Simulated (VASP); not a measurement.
Set up this calculation in VASP 6.6.1, as the native input.

```
Task                   : relaxation of cell and atoms
Functional             : PBE
Potentials or basis    : VASP PAW PBE potentials, release 64 (In_d, P)
Cutoff                 : 600 eV
k mesh                 : 10 × 10 × 10
Occupations            : fermi-dirac, width 0.05 eV
Spin                   : no spin polarisation
Target pressure        : 5 GPa
P gpa                  : 5
Further INCAR settings : ALGO = Normal; EDIFF = 1e-07; IBRION = 2; EDIFFG = -0.01; NSW = 60; ISIF = 3
Target pressure        : 5 GPa
```

The structure of InP lies in POSCAR:

```
InP
1.0
    0.0000000000      2.9340000000      2.9340000000
    2.9340000000      0.0000000000      2.9340000000
    2.9340000000      2.9340000000      0.0000000000
In P
1 1
Direct
    0.0000000000      0.0000000000      0.0000000000
    0.2500000000      0.2500000000      0.2500000000
```

The cell was built by a generator and isn't the measured one.

These files were run (other wordings do the same):

INCAR

```
ALGO = Normal ; EDIFF = 1E-7
EDIFFG = -0.01 ; ENCUT = 600
GGA = PE ; IBRION = 2
ISIF = 3 ; ISMEAR = -1
LASPH = True ; LCHARG = False
LREAL = False ; LWAVE = False
NELM = 100 ; NSW = 60
PREC = Accurate ; PSTRESS = 50
SIGMA = 0.05
```

KPOINTS

```
k-points
0
Gamma
  10 10 10
```

Potentials or basis: VASP PAW PBE potentials, release 64 (In_d, P).

The run is started by

```bash
$ cat potpaw_PBE.64/In_d/POTCAR potpaw_PBE.64/P/POTCAR > POTCAR
$ mpirun -np 1 vasp_std > vasp.out
```

It gave:

The relaxed volume is 24.63 Å³/atom and the relaxed cell is a = 4.115 Å, b = 4.115 Å, c = 4.115 Å, α = 60.00°, β = 60.00°, γ = 60.00°. The space group after relaxing (to 0.05 Å) is F-43m (No. 216) and the energy change on relaxing (the enthalpy is what falls) is +15.7 meV/atom. The ionic steps are 3 and the pressure after relaxing is 5.0 GPa. The band gap on the k mesh is 0.83 eV, direct.

Caveat: the cell is relaxed towards a set pressure, so the enthalpy falls and the energy may rise; spin-orbit coupling is left out, which moves the levels of the heavy elements.

It took 53 s on 1 thread of AMD EPYC 9R45 96-Core Processor (Zen 5) (shared host), peak memory 0.2 GiB.
